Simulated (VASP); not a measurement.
## A VASP 6.6.1 single-point calculation on GaN

INCAR

```
LASPH = .TRUE.
LCHARG = .FALSE.
NBANDS = 21
ISIF = 2
ISMEAR = -1
PREC = Accurate
LREAL = .FALSE.
GGA = PE
NELM = 120
NSW = 0
IBRION = -1
SIGMA = 0.02
NELMDL = 0
LWAVE = .FALSE.
EDIFF = 1E-7
ENCUT = 520
```

KPOINTS

```
KPOINTS created by Atomic Simulation Environment
0
Gamma
10 10 10
0 0 0
```

POSCAR

```
Ga N
 1.0000000000000000
     0.0000000000000000    2.2264630156999998    2.2264630156999998
     2.2264630156999998    0.0000000000000000    2.2264630156999998
     2.2264630156999998    2.2264630156999998    0.0000000000000000
 Ga  N
   1   1
Cartesian
  0.0000000000000000  0.0000000000000000  0.0000000000000000
  1.1132315078499997  1.1132315078499997  1.1132315078499997
```

The recommended PBE PAW datasets give the neutral cell 18 valence electrons.

Command

```
mpirun -np 1 vasp_std
```

OSZICAR

```
N       E                     dE             d eps       ncg     rms          rms(c)
DAV:   1     0.105575878405E+03    0.10558E+03   -0.85430E+03  2442   0.154E+03
DAV:   2    -0.465699567374E+01   -0.11023E+03   -0.10100E+03  2060   0.343E+02
DAV:   3    -0.140343732298E+02   -0.93774E+01   -0.92862E+01  2235   0.708E+01
DAV:   4    -0.141586660174E+02   -0.12429E+00   -0.12424E+00  2323   0.857E+00
DAV:   5    -0.141596806696E+02   -0.10147E-02   -0.10146E-02  2207   0.759E-01    0.785E+00
DAV:   6    -0.120937910911E+02    0.20659E+01   -0.33079E+00  3125   0.312E+01    0.269E+00
DAV:   7    -0.121063032220E+02   -0.12512E-01   -0.34314E-01  2169   0.492E+00    0.178E+00
DAV:   8    -0.121019879206E+02    0.43153E-02   -0.43799E-02  2372   0.226E+00    0.726E-01
DAV:   9    -0.120981790706E+02    0.38089E-02   -0.92410E-03  2700   0.193E+00    0.183E-01
DAV:  10    -0.120984914916E+02   -0.31242E-03   -0.10427E-03  2272   0.309E-01    0.100E-01
DAV:  11    -0.120984478715E+02    0.43620E-04   -0.10023E-04  2761   0.107E-01    0.120E-02
DAV:  12    -0.120984482151E+02   -0.34363E-06   -0.12396E-05  2244   0.237E-02    0.428E-03
DAV:  13    -0.120984480485E+02    0.16669E-06   -0.35346E-07  2367   0.124E-02    0.222E-03
DAV:  14    -0.120984479941E+02    0.54305E-07   -0.29384E-08  1488   0.128E-03
   1 F= -.12098448E+02 E0= -.12098448E+02  d E =-.305047E-13
```

From OUTCAR

```
k-points           NKPTS =     47   k-points in BZ     NKDIM =     47   number of bands    NBANDS=     21

   NELECT =      18.0000    total number of electrons

   dimension x,y,z NGX =    24 NGY =   24 NGZ =   24
   dimension x,y,z NGXF=    48 NGYF=   48 NGZF=   48

  energy-cutoff  :      520.00
  volume of cell :       22.07
      direct lattice vectors                 reciprocal lattice vectors
     0.000000000  2.226463016  2.226463016    -0.224571438  0.224571438  0.224571438
     2.226463016  0.000000000  2.226463016     0.224571438 -0.224571438  0.224571438
     2.226463016  2.226463016  0.000000000     0.224571438  0.224571438 -0.224571438

 k-points in reciprocal lattice and weights: KPOINTS created by Atomic Simulation Env
   0.00000000  0.00000000  0.00000000       0.001
   0.10000000  0.00000000  0.00000000       0.008
   0.20000000  0.00000000  0.00000000       0.008
   0.30000000  0.00000000  0.00000000       0.008
   0.40000000  0.00000000  0.00000000       0.008
   0.50000000  0.00000000  0.00000000       0.004
   0.10000000  0.10000000  0.00000000       0.006
   0.20000000  0.10000000  0.00000000       0.024
   ...

 E-fermi :   6.1911

 k-point     1 :       0.0000    0.0000    0.0000
  band No.  band energies     occupation
      1     -10.5671      2.00000
      2      -7.7936      2.00000
      3      -7.7936      2.00000
      4      -7.7936      2.00000
      5      -7.4353      2.00000
      6      -7.4353      2.00000
      7       5.6832      2.00000
      8       5.6832      2.00000
      9       5.6832      2.00000
     10       7.6417      0.00000
     11      16.2140      0.00000
     12      16.2140      0.00000
     13      16.2140      0.00000
     14      23.7765      0.00000
     15      24.8154      0.00000
     16      24.8154      0.00000
     17      24.8154      0.00000
     18      25.9382      0.00000
     19      25.9382      0.00000
     20      28.8430      0.00000
     21      39.5504      0.00000

 k-point     2 :       0.1000    0.0000    0.0000
  band No.  band energies     occupation
      1     -10.4486      2.00000
      2      -7.7785      2.00000
      3      -7.7785      2.00000
      4      -7.7573      2.00000
      5      -7.4368      2.00000
      6      -7.4368      2.00000
      7       4.5973      2.00000
      8       5.5715      2.00000
      9       5.5715      2.00000
     10       8.4725      0.00000
     11      15.7163      0.00000
     12      16.3850      0.00000
     13      16.3850      0.00000
     14      23.4883      0.00000
     15      23.4884      0.00000
     16      23.5448      0.00000
     17      25.2761      0.00000
     18      27.8941      0.00000
     19      27.8941      0.00000
     20      30.4221      0.00000
     21      38.7415      0.00000

 ...

  Total        1.7364380      1.7364380      1.7364380      0.0000000      0.0000000     -0.0000000
  in kB      126.0356525    126.0356525    126.0356525      0.0000000      0.0000000     -0.0000000
  external PRESSURE =     126.0356525 kB  Pullay stress =       0.0000000 kB

 POSITION                                       TOTAL-FORCE (eV/Angst)
 -----------------------------------------------------------------------------------
      0.00000      0.00000      0.00000         0.000000      0.000000      0.000000
      1.11323      1.11323      1.11323        -0.000000     -0.000000     -0.000000
 -----------------------------------------------------------------------------------
    total drift:                                0.000002      0.000002      0.000002

  FREE ENERGIE OF THE ION-ELECTRON SYSTEM (eV)
  ---------------------------------------------------
  free  energy   TOTEN  =       -12.0984479941 eV

  energy  without entropy=      -12.0984479941  energy(sigma->0) =      -12.09844799
```

It converged. Results: gap between bands v and c on the k mesh 1.96 eV; least direct gap on the k mesh 1.96 eV; pressure 12.6 GPa. Band v is the last that the valence electrons fill when counted band by band, and c is the next.

For comparison, a separate PBE run of the intended cell, on usual settings and not on those above, gives a gap of 1.96 eV on its mesh and a pressure of 12.6 GPa.

The run above took about 13 s on one core of a shared host (Intel Xeon Platinum 8488C) and held 0.15 GiB at most.
